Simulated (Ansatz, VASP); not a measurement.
# GePt: VASP beside Ansatz

File INCAR:

```
SYSTEM = GePt
ALGO = Normal
EDIFF = 1E-7
EDIFFG = -0.04
ENCUT = 600
GGA = PE
IBRION = 2
ISIF = 3
ISMEAR = 0
LASPH = .True.
LCHARG = .False.
LREAL = .False.
LWAVE = .False.
NELM = 60
NSW = 90
PREC = Accurate
SIGMA = 0.1
```

File KPOINTS:

```
k-points
0
Gamma
  6 6 4
  0 0 0
```

The input POSCAR:

```
GePt
1.0
    2.9627321900      0.0000000000      0.0000000000
    0.0000000000      2.9627321900      0.0000000000
    0.0000000000      0.0000000000      4.0277380900
Ge Pt
1 1
Direct
    0.5000000000      0.5000000000      0.5000000000
    0.0000000000      0.0000000000      0.0000000000
```

Input for Ansatz:

```yaml
crystal:
  lattice:
    - [2.96273219, 0.0, 0.0]
    - [0.0, 2.96273219, 0.0]
    - [0.0, 0.0, 4.02773809]
  atoms:
    - { symbol: Ge, position: [0.5, 0.5, 0.5] }
    - { symbol: Pt, position: [0.0, 0.0, 0.0] }
basis:
  ecutwfc: 420
kpoints:
  mp_grid: { grid: [6, 6, 4] }
hamiltonian:
  xc: pbe
scf:
  occupations: { method: gaussian, width: 0.1 }
  lower_state_search: "off"
output:
  forces: true
  stress: true
  eigenvalues: true
relax:
  adjacent_minimum: "off"
  f_tol: 0.04
  max_steps: 70
  cell: { stress_tol: 0.4 }
```

Change from the starting cell: species swapped into the FePt type (P4/mmm, No. 123).

Alike in both runs: task relaxation of cell and atoms; functional PBE; k mesh 6 × 6 × 4; occupations gaussian, width 0.1 eV; no spin polarisation.

```csv
,VASP,Ansatz
version,VASP 6.6.1,Ansatz 0.2.0
potentials or method,"VASP PAW PBE potentials, release 64 (Ge_d, Pt)","scalar-relativistic, plane waves, PAW"
plane-wave cutoff (eV),600,420
valence electrons in the cell,24,32
```

```tsv
	VASP	Ansatz	Ansatz less VASP
gap on the k mesh at the Fermi level, each at its own relaxed structure (eV)	none	none	-
relaxed volume (Å³/atom)	16.17	16.17	+0.002
relaxed cell length with the largest relative difference (Å)	3.327	3.337	+0.0102
energy change over the relaxation (meV/atom)	-126	-127	-0.4
```

A gap of «none» marks a metal or a gap that the smearing closes. The two sets of potentials don't hold the same shells in valence.

Caveats: the k mesh is coarse (spacing up to 0.39 Å⁻¹), so the values aren't converged. The runs have no spin-orbit coupling, so splittings on Pt are missing.
